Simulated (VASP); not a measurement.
SiC in VASP 6.6.1, single-point calculation

INCAR

```
SIGMA = 0.01
LCHARG = .FALSE.
ISIF = 2
LREAL = Auto
IBRION = -1
LASPH = .TRUE.
GGA = CA
EDIFF = 1E-7
NBANDS = 16
PREC = Accurate
ISMEAR = 0
NSW = 0
LWAVE = .FALSE.
NELM = 79
ENCUT = 520
```

KPOINTS

```
KPOINTS created by Atomic Simulation Environment
0
Gamma
10 10 10
0 0 0
```

POSCAR

```
C  Si
 1.0000000000000000
     1.5415877826110078    0.8900361212533012    5.3212273213654262
    -1.5415877826110078    0.8900361212533012    5.3212273213654262
    -0.0000000000000000   -1.7800722425564093    5.3212273213570960
 C   Si
   2   2
Cartesian
  0.0000000000000001 -0.0000000000223728  7.1707433633570190
 -0.0000000000000001 -0.0000000000274342  8.7929386007309294
 -0.0000000000000001 -0.0000000000460952 14.7739735521944997
  0.0000000000000000 -0.0000000000037119  1.1897084118934480
```

The recommended LDA PAW datasets give the neutral cell 16 valence electrons.

Command

```
mpirun -np 1 vasp_std
```

OSZICAR

```
N       E                     dE             d eps       ncg     rms          rms(c)
DAV:   1     0.206149949298E+02    0.20615E+02   -0.69677E+03  3712   0.884E+02
DAV:   2    -0.324519369018E+02   -0.53067E+02   -0.47868E+02  5256   0.152E+02
DAV:   3    -0.349470153412E+02   -0.24951E+01   -0.24822E+01  4896   0.305E+01
DAV:   4    -0.349684658383E+02   -0.21450E-01   -0.21447E-01  4720   0.349E+00
DAV:   5    -0.349687193924E+02   -0.25355E-03   -0.25354E-03  5008   0.351E-01    0.111E+01
DAV:   6    -0.320612589602E+02    0.29075E+01   -0.46264E+00  4256   0.151E+01    0.532E+00
DAV:   7    -0.319586611102E+02    0.10260E+00   -0.10456E+00  4808   0.627E+00    0.245E+00
DAV:   8    -0.319133792934E+02    0.45282E-01   -0.53707E-02  4616   0.158E+00    0.678E-01
DAV:   9    -0.319097625947E+02    0.36167E-02   -0.89641E-03  5016   0.671E-01    0.121E-01
DAV:  10    -0.319097173375E+02    0.45257E-04   -0.43684E-04  4464   0.152E-01    0.467E-02
DAV:  11    -0.319097215287E+02   -0.41913E-05   -0.56794E-05  5096   0.481E-02    0.200E-02
DAV:  12    -0.319097215718E+02   -0.43098E-07   -0.12700E-05  4768   0.226E-02    0.608E-03
DAV:  13    -0.319097210093E+02    0.56256E-06   -0.16988E-06  4784   0.891E-03    0.251E-03
DAV:  14    -0.319097210171E+02   -0.78228E-08   -0.16963E-07  3384   0.271E-03
   1 F= -.31909721E+02 E0= -.31909721E+02  d E =-.449530E-19
```

From OUTCAR

```
k-points           NKPTS =    116   k-points in BZ     NKDIM =    116   number of bands    NBANDS=     16

   NELECT =      16.0000    total number of electrons

   dimension x,y,z NGX =    42 NGY =   42 NGZ =   42
   dimension x,y,z NGXF=    84 NGYF=   84 NGZF=   84

  energy-cutoff  :      520.00
  volume of cell :       43.81
      direct lattice vectors                 reciprocal lattice vectors
     1.541587783  0.890036121  5.321227321     0.324340920  0.187258318  0.062642190
    -1.541587783  0.890036121  5.321227321    -0.324340920  0.187258318  0.062642190
     0.000000000 -1.780072243  5.321227321     0.000000000 -0.374516635  0.062642190

 k-points in reciprocal lattice and weights: KPOINTS created by Atomic Simulation Env
   0.00000000  0.00000000  0.00000000       0.001
   0.10000000  0.00000000 -0.00000000       0.006
   0.20000000  0.00000000 -0.00000000       0.006
   0.30000000  0.00000000 -0.00000000       0.006
   0.40000000  0.00000000  0.00000000       0.006
   0.50000000  0.00000000  0.00000000       0.003
   0.10000000  0.10000000  0.00000000       0.006
   0.20000000  0.10000000  0.00000000       0.012
   ...

 E-fermi :   8.4672

 k-point     1 :       0.0000    0.0000    0.0000
  band No.  band energies     occupation
      1      -7.9614      2.00000
      2      -4.0730      2.00000
      3      -1.1092      2.00000
      4       5.8321      2.00000
      5       5.8321      2.00000
      6       7.4531      2.00000
      7       8.4096      2.00000
      8       8.4096      2.00000
      9      11.9452      0.00000
     10      12.1031      0.00000
     11      14.3980      0.00000
     12      14.3980      0.00000
     13      14.7491      0.00000
     14      14.8193      0.00000
     15      14.8193      0.00000
     16      19.8046      0.00000

 k-point     2 :       0.1000    0.0000   -0.0000
  band No.  band energies     occupation
      1      -7.7957      2.00000
      2      -3.9304      2.00000
      3      -0.9371      2.00000
      4       5.0229      2.00000
      5       5.6343      2.00000
      6       7.3408      2.00000
      7       7.6248      2.00000
      8       8.1418      2.00000
      9      12.1973      0.00000
     10      12.5685      0.00000
     11      13.7402      0.00000
     12      14.5331      0.00000
     13      14.7011      0.00000
     14      15.2649      0.00000
     15      15.3544      0.00000
     16      19.8063      0.00000

 k-point     3 :       0.2000    0.0000   -0.0000
  band No.  band energies     occupation
      1      -7.3091      2.00000
      2      -3.5103      2.00000
      3      -0.4675      2.00000
      4       3.3635      2.00000
      5       5.1802      2.00000
      6       5.8958      2.00000
      7       7.0019      2.00000
      8       7.5589      2.00000
      9      11.8589      0.00000
     10      12.9531      0.00000
     11      13.2114      0.00000
     12      15.0802      0.00000
     13      15.3107      0.00000
     14      15.6085      0.00000
     15      16.6921      0.00000
     16      18.3276      0.00000

 ...

  Total       -1.0618306     -1.0618306     -1.3839193      0.0000000      0.0000000      0.0000000
  in kB      -38.8353181    -38.8353181    -50.6153659      0.0000000      0.0000000      0.0000000
  external PRESSURE =     -42.7620007 kB  Pullay stress =       0.0000000 kB

 POSITION                                       TOTAL-FORCE (eV/Angst)
 -----------------------------------------------------------------------------------
      0.00000     -0.00000      7.17074         0.000000     -0.000000      0.379267
      0.00000     -0.00000      8.79294         0.000000      0.000000     -0.379267
      0.00000     -0.00000     14.77397         0.000000     -0.000000      0.007558
      0.00000     -0.00000      1.18971         0.000000      0.000000     -0.007558
 -----------------------------------------------------------------------------------
    total drift:                               -0.000000     -0.000000      0.000000

  FREE ENERGIE OF THE ION-ELECTRON SYSTEM (eV)
  ---------------------------------------------------
  free  energy   TOTEN  =       -31.9097210171 eV

  energy  without entropy=      -31.9097210171  energy(sigma->0) =      -31.90972102
```

It converged. Results: gap between bands v and c on the k mesh 0.47 eV; least direct gap on the k mesh 1.77 eV; pressure -4.3 GPa; largest force 0.38 eV/Å. Band v is the last that the valence electrons fill when counted band by band, and c is the next.

For comparison, a separate LDA run of the intended cell, on usual settings and not on those above, gives a gap of 0.47 eV on its mesh and a pressure of -4.3 GPa.

The run above took about 2.5 min on one core of a shared host (Intel Xeon 6975P-C) and held 0.22 GiB at most.
